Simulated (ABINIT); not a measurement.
Runs of ABINIT 10.8.3 (patched build) on CaF2 (Fluorite). The structure is cubic, space group Fm-3m (No. 225). The conventional cell has a = 5.462 Å, b = 5.462 Å, c = 5.462 Å, α = 90.00°, β = 90.00°, γ = 90.00°. Ca (site symmetry m-3m) is surrounded by 8 F at 2.37 Å. F (site symmetry -43m) is surrounded by 4 Ca at 2.37 Å. 

| level | V0 of scaled cells (Å³/atom) | B0 (GPa) |
| --- | --- | --- |
| PW91 | (c) | (b) |
| AM05 | 13.49 | 81 |
| PBEsol | 13.27 | 87 |
| BLYP | 14.24 | (a) |

Alike in all rows: task equation of state; potentials or basis JTH PAW PBE v2.0; no spin polarisation; cell as given; k mesh 8 × 8 × 8; cutoff (eV) 762; smearing fermi-dirac 0.05 eV.

**Question.** Estimate the missing entries.

**Answer.** (a) 74; (b) 78; (c) 13.83.

Caveats: pressures at fixed basis lie under the slope of the energies; the PAW data sets were made with another functional, which shifts forces and pressure a little.

Runs at the PBE level aren't shown here.
